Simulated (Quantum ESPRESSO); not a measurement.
# Ir (Fm-3m) in Quantum ESPRESSO: notebook

The runs below take Ir through band structure, single point, equation of state, with PBEsol, LDA.

Program: Quantum ESPRESSO 7.5. These are calculated values, not measurements. Logs are shortened: lines on timing, memory, paths and dates and some standing lists are left out, and cuts for length are marked.

**1. The crystal as given**

Symmetry: Fm-3m, No. 225, cubic system. The conventional cell has a = 3.831 Å, b = 3.831 Å, c = 3.831 Å, α = 90.00°, β = 90.00°, γ = 90.00°. Ir (site symmetry m-3m) is surrounded by 12 Ir at 2.71 Å.

**2. Band structure, PBEsol**

Contents of pw.in:

```
&CONTROL
  calculation = 'scf'
  prefix = 'pwscf'
  outdir = './tmp'
  pseudo_dir = './pseudo'
  tprnfor = .true.
  tstress = .true.
  disk_io = 'low'
/
&SYSTEM
  ibrav = 0
  nat = 1
  ntyp = 1
  ecutwfc = 45
  ecutrho = 360
  nbnd = 13
  occupations = 'smearing'
  smearing = 'fd'
  degauss = 0.00367493
/
&ELECTRONS
  conv_thr = 2d-10
  electron_maxstep = 120
  mixing_beta = 0.5
/
ATOMIC_SPECIES
Ir   192.2170 ir_pbesol_v1.2.uspp.F.UPF
CELL_PARAMETERS angstrom
   0.0000000000    1.9156000000    1.9156000000
   1.9156000000    0.0000000000    1.9156000000
   1.9156000000    1.9156000000    0.0000000000
ATOMIC_POSITIONS crystal
Ir     0.0000000000    0.0000000000    0.0000000000
K_POINTS automatic
12 12 12 0 0 0
```

Contents of bands.in:

```
&CONTROL
  calculation = 'bands'
  prefix = 'pwscf'
  outdir = './tmp'
  pseudo_dir = './pseudo'
  disk_io = 'low'
  verbosity = 'high'
/
&SYSTEM
  ibrav = 0
  nat = 1
  ntyp = 1
  ecutwfc = 45
  ecutrho = 360
  nbnd = 13
  occupations = 'smearing'
  smearing = 'fd'
  degauss = 0.00367493
/
&ELECTRONS
  conv_thr = 1d-08
  electron_maxstep = 120
  mixing_beta = 0.5
  diago_full_acc = .true.
  startingwfc = 'random'
/
ATOMIC_SPECIES
Ir   192.2170 ir_pbesol_v1.2.uspp.F.UPF
CELL_PARAMETERS angstrom
   0.0000000000    1.9156000000    1.9156000000
   1.9156000000    0.0000000000    1.9156000000
   1.9156000000    1.9156000000    0.0000000000
ATOMIC_POSITIONS crystal
Ir     0.0000000000    0.0000000000    0.0000000000
K_POINTS crystal
60
 0.0000000000  0.0000000000  0.0000000000 1
 0.0625000000  0.0000000000  0.0625000000 1
 0.1250000000  0.0000000000  0.1250000000 1
 0.1875000000  0.0000000000  0.1875000000 1
 0.2500000000  0.0000000000  0.2500000000 1
 0.3125000000  0.0000000000  0.3125000000 1
 0.3750000000  0.0000000000  0.3750000000 1
 0.4375000000  0.0000000000  0.4375000000 1
 0.5000000000  0.0000000000  0.5000000000 1
 0.5000000000  0.0625000000  0.5625000000 1
 0.5000000000  0.1250000000  0.6250000000 1
 0.5000000000  0.1875000000  0.6875000000 1
 0.5000000000  0.2500000000  0.7500000000 1
 0.4375000000  0.3125000000  0.7500000000 1
 0.3750000000  0.3750000000  0.7500000000 1
 0.3375000000  0.3375000000  0.6750000000 1
 0.3000000000  0.3000000000  0.6000000000 1
 0.2625000000  0.2625000000  0.5250000000 1
 0.2250000000  0.2250000000  0.4500000000 1
 0.1875000000  0.1875000000  0.3750000000 1
 0.1500000000  0.1500000000  0.3000000000 1
 0.1125000000  0.1125000000  0.2250000000 1
 0.0750000000  0.0750000000  0.1500000000 1
 0.0375000000  0.0375000000  0.0750000000 1
 0.0000000000  0.0000000000  0.0000000000 1
 0.0625000000  0.0625000000  0.0625000000 1
 0.1250000000  0.1250000000  0.1250000000 1
 0.1875000000  0.1875000000  0.1875000000 1
 0.2500000000  0.2500000000  0.2500000000 1
 0.3125000000  0.3125000000  0.3125000000 1
 0.3750000000  0.3750000000  0.3750000000 1
 0.4375000000  0.4375000000  0.4375000000 1
 0.5000000000  0.5000000000  0.5000000000 1
 0.5250000000  0.4500000000  0.5250000000 1
 0.5500000000  0.4000000000  0.5500000000 1
 0.5750000000  0.3500000000  0.5750000000 1
 0.6000000000  0.3000000000  0.6000000000 1
 0.6250000000  0.2500000000  0.6250000000 1
 0.5833333333  0.2500000000  0.6666666667 1
 0.5416666667  0.2500000000  0.7083333333 1
 0.5000000000  0.2500000000  0.7500000000 1
 0.5000000000  0.2857142857  0.7142857143 1
 0.5000000000  0.3214285714  0.6785714286 1
 0.5000000000  0.3571428571  0.6428571429 1
 0.5000000000  0.3928571429  0.6071428571 1
 0.5000000000  0.4285714286  0.5714285714 1
 0.5000000000  0.4642857143  0.5357142857 1
 0.5000000000  0.5000000000  0.5000000000 1
 0.4821428571  0.4821428571  0.5357142857 1
 0.4642857143  0.4642857143  0.5714285714 1
 0.4464285714  0.4464285714  0.6071428571 1
 0.4285714286  0.4285714286  0.6428571429 1
 0.4107142857  0.4107142857  0.6785714286 1
 0.3928571429  0.3928571429  0.7142857143 1
 0.3750000000  0.3750000000  0.7500000000 1
 0.6250000000  0.2500000000  0.6250000000 1
 0.5937500000  0.1875000000  0.5937500000 1
 0.5625000000  0.1250000000  0.5625000000 1
 0.5312500000  0.0625000000  0.5312500000 1
 0.5000000000  0.0000000000  0.5000000000 1
```

Potentials or basis: GBRV 1.5 PBEsol.

Started as:

```sh
OMP_NUM_THREADS=1 mpirun -n 2 pw.x -nk 2 -in pw.in > pw.out
OMP_NUM_THREADS=1 mpirun -n 2 pw.x -nk 2 -in bands.in > bands.out
```

pw.out:

```text
This program is part of the open-source Quantum ESPRESSO suite
     for quantum simulation of materials; please cite
[... 13 lines left out ...]
     --------------------
     sticks:   dense  smooth     PW     G-vecs:    dense   smooth      PW
     Sum         649     313    109                10969     3839     749

     Using Slab Decomposition

     bravais-lattice index     =            0
     lattice parameter (alat)  =       5.1194  a.u.
     unit-cell volume          =      94.8727 (a.u.)^3
     number of atoms/cell      =            1
     number of atomic types    =            1
     number of electrons       =        15.00
     number of Kohn-Sham states=           13
     kinetic-energy cutoff     =      45.0000  Ry
     charge density cutoff     =     360.0000  Ry
     scf convergence threshold =      2.0E-10
     mixing beta               =       0.5000
     number of iterations used =            8  plain     mixing
     Exchange-correlation= SLA  PW   PSX  PSC
                           (   1   4  10   8   0   0   0)

     celldm(1)=   5.119396  celldm(2)=   0.000000  celldm(3)=   0.000000
     celldm(4)=   0.000000  celldm(5)=   0.000000  celldm(6)=   0.000000

     crystal axes: (cart. coord. in units of alat)
               a(1) = (   0.000000   0.707107   0.707107 )
               a(2) = (   0.707107   0.000000   0.707107 )
               a(3) = (   0.707107   0.707107   0.000000 )

     reciprocal axes: (cart. coord. in units 2 pi/alat)
               b(1) = ( -0.707107  0.707107  0.707107 )
               b(2) = (  0.707107 -0.707107  0.707107 )
               b(3) = (  0.707107  0.707107 -0.707107 )

     PseudoPot. # 1 for Ir read from file:
     ir_pbesol_v1.2.uspp.F.UPF
     Pseudo is Ultrasoft + core correction, Zval = 15.0
     Generated by new atomic code, or converted to UPF format
     Using radial grid of  983 points,  7 beta functions with:
                l(1) =   0
                l(2) =   0
                l(3) =   1
                l(4) =   1
                l(5) =   1
                l(6) =   2
                l(7) =   2
     Q(r) pseudized with  8 coefficients,  rinner =    1.400   1.400   1.400
                                                       1.400   1.400

     atomic species   valence    mass     pseudopotential
     Ir               15.00   192.21700     Ir( 1.00)

     48 Sym. Ops., with inversion, found

   Cartesian axes

     site n.     atom                  positions (alat units)
         1        Ir     tau(   1) = (   0.0000000   0.0000000   0.0000000  )

     number of k points=    72  Fermi-Dirac smearing, width (Ry)=  0.0037
                       cart. coord. in units 2pi/alat
        k(    1) = (   0.0000000   0.0000000   0.0000000), wk =   0.0011574
        k(    2) = (   0.0589256   0.0589256  -0.0589256), wk =   0.0092593
        k(    3) = (   0.1178511   0.1178511  -0.1178511), wk =   0.0092593
        k(    4) = (   0.1767767   0.1767767  -0.1767767), wk =   0.0092593
        k(    5) = (   0.2357023   0.2357023  -0.2357023), wk =   0.0092593
        k(    6) = (   0.2946278   0.2946278  -0.2946278), wk =   0.0092593
[... 64 lines left out ...]
        k(   71) = (  -0.7071068   0.2357023   0.0000000), wk =   0.0138889
        k(   72) = (  -0.7071068   0.3535534   0.0000000), wk =   0.0069444

     Dense  grid:    10969 G-vectors     FFT dimensions: (  32,  32,  32)

     Smooth grid:     3839 G-vectors     FFT dimensions: (  24,  24,  24)

     Initial potential from superposition of free atoms

     starting charge      14.5000, renormalised to      15.0000

     negative rho (up, down):  3.712E-01 0.000E+00
     Starting wfcs are   12 randomized atomic wfcs +    1 random wfcs

     Self-consistent Calculation

     iteration #  1     ecut=    45.00 Ry     beta= 0.50
     Davidson diagonalization with overlap
     ethr =  1.00E-02,  avg # of iterations =  4.1

     negative rho (up, down):  3.254E-01 0.000E+00

     total energy              =    -181.54726401 Ry
     estimated scf accuracy    <       0.67610454 Ry

     iteration #  2     ecut=    45.00 Ry     beta= 0.50
     Davidson diagonalization with overlap
     ethr =  4.51E-03,  avg # of iterations =  2.1
[... 51 lines left out ...]
     iteration #  8     ecut=    45.00 Ry     beta= 0.50
     Davidson diagonalization with overlap
     ethr =  1.06E-11,  avg # of iterations =  2.0

     negative rho (up, down):  3.150E-01 0.000E+00

     End of self-consistent calculation

          k = 0.0000 0.0000 0.0000 (   531 PWs)   bands (ev):

   -24.3842 -24.3842 -24.3842  13.7848  21.0157  21.0157  21.0157  23.7471
    23.7471  35.7334  38.5477  44.0932  44.0932

          k = 0.0589 0.0589-0.0589 (   507 PWs)   bands (ev):

   -24.4406 -24.3918 -24.3918  14.0954  20.8531  21.1460  21.1460  23.6636
    23.6636  35.7333  39.0834  42.8180  44.6172

          k = 0.1179 0.1179-0.1179 (   489 PWs)   bands (ev):
[... 111 lines left out ...]
   -25.0505 -24.6458 -24.4986  17.8131  20.3952  21.1271  21.8172  24.3863
    27.6635  34.7626  35.7430  40.3324  41.9438

          k =-0.0589-0.2946 0.2946 (   486 PWs)   bands (ev):

   -24.9267 -24.6126 -24.4634  17.5601  20.0421  20.8967  22.0796  23.2727
    26.4325  35.7291  37.5426  41.3614  42.8633

          k = 0.0000-0.2357 0.2357 (   487 PWs)   bands (ev):

   -24.7888 -24.5469 -24.4323  16.5903  19.9078  21.3359  22.2366  22.5975
    25.1758  35.7319  39.3815  42.2082  44.5677

          k = 0.3536 0.0000 0.0000 (   480 PWs)   bands (ev):

   -24.7810 -24.5354 -24.5354  16.7757  19.0158  21.8749  23.0335  23.0335
    24.7111  35.7323  42.5621  42.9368  42.9368

          k = 0.4125 0.0589-0.0589 (   484 PWs)   bands (ev):

   -24.8955 -24.5787 -24.5704  17.3910  18.7071  21.6232  23.3826  24.2521
    25.1955  35.7315  40.0428  41.7915  42.5034

          k = 0.4714 0.1179-0.1179 (   478 PWs)   bands (ev):
[... 11 lines left out ...]
   -25.0561 -24.7737 -24.5729  18.2575  19.6188  21.2321  22.7041  25.4796
    30.3816  32.0222  35.7353  38.9361  42.6258

          k =-0.0589-0.4125 0.4125 (   486 PWs)   bands (ev):

   -25.0118 -24.7919 -24.5388  18.6112  19.8712  20.7008  22.5719  24.4896
    29.0093  34.6958  35.7405  38.3110  42.6557

          k = 0.0000-0.3536 0.3536 (   489 PWs)   bands (ev):

   -24.9682 -24.7295 -24.4988  18.5680  19.9248  20.3341  22.4844  23.5450
    27.8607  35.7225  36.5740  39.4592  42.3772

          k = 0.4714 0.0000-0.0000 (   480 PWs)   bands (ev):

   -24.9682 -24.6102 -24.6102  17.3793  18.2278  22.7874  24.4208  24.4208
    25.2496  35.7310  40.0828  40.0828  41.5292

          k = 0.5303 0.0589-0.0589 (   479 PWs)   bands (ev):
[... 21 lines left out ...]
   -25.1008 -24.6646 -24.6646  17.1290  17.7081  25.1377  25.6740  25.7914
    25.7914  35.7242  37.5458  37.5458  37.6996

          k =-0.0589-0.6482 0.6482 (   472 PWs)   bands (ev):

   -25.1225 -24.7027 -24.6721  17.1569  17.7211  24.5569  25.4287  26.2706
    28.0751  34.9650  35.7458  37.2521  37.3358

          k = 0.0000-0.5893 0.5893 (   478 PWs)   bands (ev):

   -25.0884 -24.7736 -24.6556  17.4734  18.1609  23.2951  24.8617  26.0322
    30.5411  32.8819  35.7321  36.9367  38.4044

          k =-0.7071 0.0000 0.0000 (   468 PWs)   bands (ev):

   -25.1484 -24.6844 -24.6844  16.9562  17.5279  25.8367  26.4405  26.4405
    26.6542  35.5247  35.8345  36.4793  36.4793

          k = 0.2357 0.1179 0.0000 (   496 PWs)   bands (ev):

   -24.6602 -24.4834 -24.4335  15.6782  19.9700  21.6223  21.9473  22.8114
    24.3226  35.7326  40.8470  41.5822  44.5069

          k = 0.2946 0.1768-0.0589 (   487 PWs)   bands (ev):

   -24.8192 -24.5367 -24.4579  16.7367  19.7846  21.2395  22.1587  23.2180
    25.1200  35.7317  39.1545  42.1765  44.5290

          k = 0.3536 0.2357-0.1179 (   490 PWs)   bands (ev):
[... 6 lines left out ...]
   -25.0999 -24.5986 -24.5178  17.5323  20.3745  21.4982  21.7719  25.3198
    27.4928  33.6090  35.7382  39.9237  42.5691

          k =-0.2357-0.3536 0.4714 (   482 PWs)   bands (ev):

   -25.1430 -24.6055 -24.5291  17.5160  20.2453  21.5744  22.2492  25.6856
    28.4424  31.9425  35.7365  39.6185  42.6301

          k = 0.3536 0.1179 0.0000 (   487 PWs)   bands (ev):

   -24.8270 -24.5617 -24.5099  17.0723  19.1709  21.2709  23.0288  23.2730
    25.1461  35.7319  40.2871  42.4610  43.6065

          k = 0.4125 0.1768-0.0589 (   483 PWs)   bands (ev):

   -24.9472 -24.6228 -24.5388  17.8517  19.1989  20.7475  22.9984  24.3821
    26.3328  35.7292  37.7184  41.3371  42.0403

          k =-0.2357-0.4714 0.5893 (   482 PWs)   bands (ev):
[... 11 lines left out ...]
   -25.0630 -24.7267 -24.5519  18.3569  19.7415  21.0551  22.3856  25.1311
    29.2465  33.1579  35.7368  39.6837  41.5102

          k =-0.0589-0.2946 0.4125 (   487 PWs)   bands (ev):

   -24.9966 -24.7028 -24.5189  18.4135  20.0670  20.1094  22.5909  24.1555
    27.8483  35.6869  35.9246  39.9430  41.8539

          k = 0.0000-0.2357 0.3536 (   490 PWs)   bands (ev):

   -24.9089 -24.6330 -24.4836  17.8157  19.5552  20.6785  22.8246  23.1096
    26.4660  35.7300  38.1581  41.2865  42.6992

          k = 0.4714 0.1179-0.0000 (   476 PWs)   bands (ev):

   -24.9780 -24.6393 -24.5957  17.7203  18.4574  21.6888  24.4029  24.4146
    26.2372  35.7297  38.3735  39.8295  41.5082

          k =-0.1768-0.5303 0.6482 (   480 PWs)   bands (ev):
[... 26 lines left out ...]
   -25.0704 -24.7669 -24.6655  17.7024  18.3112  22.5934  24.5624  26.1572
    30.3038  33.5449  35.7353  36.8952  38.5256

          k =-0.0000-0.4714 0.5893 (   483 PWs)   bands (ev):

   -25.0069 -24.8598 -24.6402  18.1156  18.9721  21.6613  23.8231  25.8192
    31.6370  32.8474  35.7247  36.2991  39.6723

          k =-0.7071 0.1179-0.0000 (   480 PWs)   bands (ev):

   -25.1181 -24.7163 -24.6864  17.2732  17.8141  24.0507  25.2630  26.4419
    29.1991  34.3652  35.7437  36.3002  37.5966

          k =-0.2357-0.4714 0.7071 (   481 PWs)   bands (ev):

   -24.9910 -24.7183 -24.5693  18.6239  19.1114  20.2691  23.6870  24.4201
    27.9411  35.7199  36.4636  38.8908  41.4647

          k =-0.1768-0.4125 0.6482 (   487 PWs)   bands (ev):
[... 11 lines left out ...]
   -25.0277 -24.7802 -24.6536  18.2939  18.7792  21.1748  24.0995  25.7830
    29.9278  34.8233  35.7463  36.5890  39.4385

          k =-0.0589-0.4125 0.6482 (   485 PWs)   bands (ev):

   -24.9828 -24.8595 -24.6662  18.5469  19.3020  20.7471  23.4137  26.1100
    31.9893  33.1967  35.7256  36.1245  38.9049

          k = 0.0000-0.3536 0.5893 (   485 PWs)   bands (ev):

   -24.9494 -24.8943 -24.6435  18.8650  19.7421  20.0468  23.2489  25.7811
    31.0140  35.0271  35.2495  35.7516  39.7091

          k =-0.7071 0.2357 0.0000 (   478 PWs)   bands (ev):

   -25.0347 -24.8028 -24.6904  18.0686  18.6588  21.8450  23.9374  26.4448
    31.8006  33.4539  35.5797  35.7406  38.2166

          k =-0.7071 0.3536 0.0000 (   488 PWs)   bands (ev):

   -24.9196 -24.9196 -24.6925  18.6203  20.0222  20.0222  23.1198  26.4462
    33.1936  34.0468  34.0468  35.7403  38.3322

     the Fermi energy is    24.9796 ev

!    total energy              =    -181.66359501 Ry
     estimated scf accuracy    <          4.5E-11 Ry
     smearing contrib. (-TS)   =      -0.00034230 Ry
     internal energy E=F+TS    =    -181.66325271 Ry

     The total energy is F=E-TS. E is the sum of the following terms:
     one-electron contribution =      -6.38816669 Ry
     hartree contribution      =      17.41868579 Ry
     xc contribution           =     -50.20681783 Ry
     ewald contribution        =    -142.48695398 Ry

     convergence has been achieved in   8 iterations

     negative rho (up, down):  3.150E-01 0.000E+00

     Forces acting on atoms (cartesian axes, Ry/au):

     atom    1 type  1   force =     0.00000000    0.00000000    0.00000000

     Total force =     0.000000     Total SCF correction =     0.000000

     Computing stress (Cartesian axis) and pressure

     negative rho (up, down):  3.150E-01 0.000E+00
          total   stress  (Ry/bohr**3)                   (kbar)     P=       -7.10
  -0.00004828   0.00000000   0.00000000           -7.10        0.00        0.00
   0.00000000  -0.00004828  -0.00000000            0.00       -7.10       -0.00
   0.00000000  -0.00000000  -0.00004828            0.00       -0.00       -7.10

=------------------------------------------------------------------------------=
   JOB DONE.
=------------------------------------------------------------------------------=
```

Wall time 8.2 s (2 MPI ranks of Arm Neoverse V1, shared host); peak memory 0.22 GiB.

Results:

```
Free energy            : -2471.6591 eV
Pressure               : -0.7 GPa
Band gap on the k mesh : none (metal or under the smearing width)
```

Levels at the corners of the path, in eV from the Fermi level:
| point | band 3 | band 4 | band 5 | band 6 | band 7 | band 8 | band 9 | band 10 | band 11 | band 12 |
| --- | --- | --- | --- | --- | --- | --- | --- | --- | --- | --- |
| Γ | -49.36 | -11.19 | -3.96 | -3.96 | -3.96 | -1.23 | -1.23 | 10.75 | 13.57 | 19.11 |
| X | -49.66 | -8.02 | -7.45 | 0.86 | 1.46 | 1.46 | 1.67 | 10.55 | 10.85 | 11.50 |
| W | -49.67 | -6.36 | -4.96 | -4.96 | -1.86 | 1.47 | 8.21 | 9.07 | 9.07 | 10.76 |
| K | -49.60 | -7.05 | -6.08 | -2.95 | -0.93 | 0.58 | 6.29 | 7.74 | 10.75 | 11.56 |
| Γ | -49.36 | -11.19 | -3.96 | -3.96 | -3.96 | -1.23 | -1.23 | 10.75 | 13.57 | 19.11 |
| L | -49.48 | -8.20 | -4.07 | -4.07 | -0.80 | 0.88 | 0.88 | 7.34 | 10.76 | 13.22 |
| U | -49.60 | -7.05 | -6.08 | -2.95 | -0.93 | 0.58 | 6.29 | 7.74 | 10.75 | 11.56 |
| W | -49.67 | -6.36 | -4.96 | -4.96 | -1.86 | 1.47 | 8.21 | 9.07 | 9.07 | 10.76 |
| L | -49.48 | -8.20 | -4.07 | -4.07 | -0.80 | 0.88 | 0.88 | 7.34 | 10.76 | 13.22 |
| K | -49.60 | -7.05 | -6.08 | -2.95 | -0.93 | 0.58 | 6.29 | 7.74 | 10.75 | 11.56 |
| U | -49.60 | -7.05 | -6.08 | -2.95 | -0.93 | 0.58 | 6.29 | 7.74 | 10.75 | 11.56 |
| X | -49.66 | -8.02 | -7.45 | 0.86 | 1.46 | 1.46 | 1.67 | 10.55 | 10.85 | 11.50 |

Caveat: spin-orbit coupling is left out, which moves the levels of the heavy elements.

(Continued in part 2 of 2.)
